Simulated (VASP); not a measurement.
# TiTe2 (P-3m1) in VASP: a series of runs, part 2 of 2

VASP 6.6.1. The steps go on from the part before.

## (3) Relaxation of cell and atoms, PBE+D3(BJ)

This run uses another cell than the first one, of 25.14 Å³/atom, 0.940 times its volume.

Input file INCAR:

```
  PREC = Accurate
  ENCUT = 600
  EDIFF = 1E-7
  ISMEAR = 1
  SIGMA = 0.1
  LREAL = F
  LASPH = T
  NELM = 80
  ALGO = Normal
  ISIF = 3
  LWAVE = F
  LCHARG = F
  GGA = PE
  IVDW = 12
  IBRION = 2
  NSW = 90
  EDIFFG = -0.005
  KPAR = 2
```

Input file KPOINTS:

```
Automatic mesh
0
Gamma
  12 12 6
```

Input file POSCAR:

```
TiTe2                                   
1.0
    3.6984931453     -0.0000000000     -0.0000000000
   -1.8492465726      3.2029890195      0.0000000000
   -0.0000000000      0.0000000000      6.3674408730
  Ti              Te            
     1     2
Direct
     0.0000000000000000    0.0000000000000000    0.0000000000000000
     0.6666666667000030    0.3333333332999970    0.2717248387155200
     0.3333333332999970    0.6666666667000030    0.7282751612844799
```

Potentials or basis: VASP PAW PBE potentials, release 64 (Ti_sv, Te).

On the command line:

```bash
> cat potpaw_PBE.64/Ti_sv/POTCAR potpaw_PBE.64/Te/POTCAR > POTCAR
> mpirun -np 2 vasp_std > vasp.out
```

OUTCAR:

```text
PREC = Accurate
   ENCUT = 600
   EDIFF = 1E-7
   ISMEAR = 1
   LREAL = F
   LASPH = T
   NELM = 80
   ISIF = 3
   GGA = PE
   IVDW = 12
   IBRION = 2
   NSW = 90
   EDIFFG = -0.005
 IVDW          = 12

 ion  position               nearest neighbor table
   1  0.000  0.000  0.000-   2 2.75   3 2.75   3 2.75   2 2.75   2 2.75   3 2.75
   2  0.667  0.333  0.272-   1 2.75   1 2.75   1 2.75   3 3.61   3 3.61   3 3.61
   3  0.333  0.667  0.728-   1 2.75   1 2.75   1 2.75   2 3.61   2 3.61   2 3.61

  LATTYP: Found a hexagonal cell.
 ALAT       =     3.6984931453
 C/A-ratio  =     1.7216311138

  Lattice vectors:

 A1 = (   3.6984931453,   0.0000000000,   0.0000000000)
 A2 = (  -1.8492465726,   3.2029890195,   0.0000000000)
 A3 = (   0.0000000000,   0.0000000000,   6.3674408730)

Analysis of symmetry for initial positions (statically):
=====================================================================
 Subroutine PRICEL returns:
 Original cell was already a primitive cell.

 Routine SETGRP: Setting up the symmetry group for a
 hexagonal supercell.

 Subroutine GETGRP returns: Found 12 space group operations
 (whereof 12 operations were pure point group operations)
 out of a pool of 24 trial point group operations.

The static configuration has the point symmetry D_3d.

Analysis of symmetry for dynamics (positions and initial velocities):
=====================================================================
 Subroutine PRICEL returns:
[... 152 lines left out ...]

 number of electron      24.0000000 magnetization

 Free energy of the ion-electron system (eV)
  ---------------------------------------------------
  ext. energy  EPLUGINS =         0.00000000
  ---------------------------------------------------
  free energy    TOTEN  =       -16.14581660 eV

  energy without entropy =      -16.14601168  energy(sigma->0) =      -16.14588163

------------------------ aborting loop because EDIFF is reached ----------------------------------------

 Edisp (eV)   -1.57020

 E8    (eV) :    -0.7273
[... 114 lines left out ...]
--------------------------------------- Ionic step        4  -------------------------------------------

 number of electron      24.0000000 magnetization

 Free energy of the ion-electron system (eV)
  ---------------------------------------------------
  ext. energy  EPLUGINS =         0.00000000
  ---------------------------------------------------
  free energy    TOTEN  =       -16.14522637 eV

  energy without entropy =      -16.14547078  energy(sigma->0) =      -16.14530784

 E-fermi :   7.6416     XC(G=0): -10.1822

 val. band max:        7.6383162984   @ k =   0.3333  -0.0000   0.5000
 cond. band min:       7.6440591657   @ k =   0.0000   0.4167   0.1667
 fundamental gap:      0.0057428673
 Fermi energy:         7.6415949789

 k-point     1 :       0.0000    0.0000    0.0000
  band No.  band energies     occupation
      1     -49.7454      2.00000
      2     -26.0115      2.00000
      3     -26.0115      2.00000
      4     -25.9752      2.00000
      5      -5.1558      2.00000
      6      -3.4407      2.00000
[... 433 lines left out ...]
      3     -26.0146      2.00000
      4     -25.9720      2.00000
      5      -4.7455      2.00000
      6      -3.4233      2.00000
[... 8 lines left out ...]
     15       8.9116     -0.00000
     16      10.4424      0.00000

 [... further k-points ...]

------------------------ aborting loop because EDIFF is reached ----------------------------------------

 Edisp (eV)   -1.57082

 E8    (eV) :    -0.7276
[... 26 lines left out ...]
  FREE ENERGIE OF THE ION-ELECTRON SYSTEM (eV)
  ---------------------------------------------------
  free  energy   TOTEN  =       -17.7160437139 eV

  energy  without entropy=      -17.7162881211  energy(sigma->0) =      -17.71612518

 reached required accuracy - stopping structural energy minimisation
```

OSZICAR:

```text
N       E                     dE             d eps       ncg     rms          rms(c)
DAV:   1     0.188446691256E+03    0.18845E+03   -0.11943E+04  3200   0.157E+03
DAV:   2     0.128655824068E+01   -0.18716E+03   -0.18573E+03  3368   0.360E+02
DAV:   3    -0.176110113215E+02   -0.18898E+02   -0.18028E+02  5408   0.968E+01
[... 36 lines left out ...]
DAV:   4    -0.161452267473E+02    0.81534E-05   -0.44250E-05  4848   0.565E-02    0.116E-02
DAV:   5    -0.161452267987E+02   -0.51336E-07   -0.17363E-06  3336   0.108E-02    0.753E-03
DAV:   6    -0.161452266510E+02    0.14771E-06   -0.16423E-07  2648   0.381E-03    0.591E-03
DAV:   7    -0.161452263883E+02    0.26262E-06   -0.53756E-07  3800   0.643E-03    0.236E-03
DAV:   8    -0.161452263741E+02    0.14260E-07   -0.25086E-08  1648   0.125E-03
   4 F= -.17716044E+02 E0= -.17716125E+02  d E =-.950411E-05
```

CONTCAR:

```text
TiTe2
   1.00000000000000
     3.6961189398298164   -0.0000000000000371   -0.0000000000000000
    -1.8480594698649722    3.2009328972491362    0.0000000000000000
    -0.0000000000000000   -0.0000000000000000    6.3729564161278693
  Ti              Te
     1     2
Direct
     0.0000000000000000    0.0000000000000000    0.0000000000000000
     0.6666666667000030    0.3333333332999970    0.2716629679081623
     0.3333333332999970    0.6666666667000030    0.7283370320918376

  0.00000000E+00  0.00000000E+00  0.00000000E+00
  0.00000000E+00  0.00000000E+00  0.00000000E+00
  0.00000000E+00  0.00000000E+00  0.00000000E+00
```

Wall time 1.7 min (2 MPI ranks of Intel Xeon 6975P-C (Granite Rapids), shared host); peak memory 0.33 GiB.

What came out:

| Item | Value |
| --- | --- |
| Free energy | -17.7160 eV |
| Relaxed volume | 25.13 Å³/atom |
| Relaxed cell | a = 3.696 Å, b = 3.696 Å, c = 6.373 Å, α = 90.00°, β = 90.00°, γ = 120.00° |
| Space group after relaxing (to 0.05 Å) | P-3m1 (No. 164) |
| Energy gained by relaxing | 0.0 meV/atom |
| Ionic steps | 4 |
| Pressure after relaxing | 0.0 GPa |
| Largest force after relaxing | 0.004 eV/Å |
| Band gap on the k mesh | none (metal or under the smearing width) |
| Dispersion energy per atom | -0.524 eV |

Forces on the atoms (eV/Å):
```
Ti   0.000  0.000  0.000
Te   0.000  0.000 -0.004
Te   0.000  0.000  0.004
```

Final structure:
```
Ti Te
1.0
     3.69612    0.00000    0.00000
    -1.84806    3.20093    0.00000
     0.00000    0.00000    6.37296
Ti Te
1 2
Direct
  0.00000 0.00000 0.00000
  0.66667 0.33333 0.27166
  0.33333 0.66667 0.72834
```

The run has no spin-orbit coupling, so splittings on Te are missing.
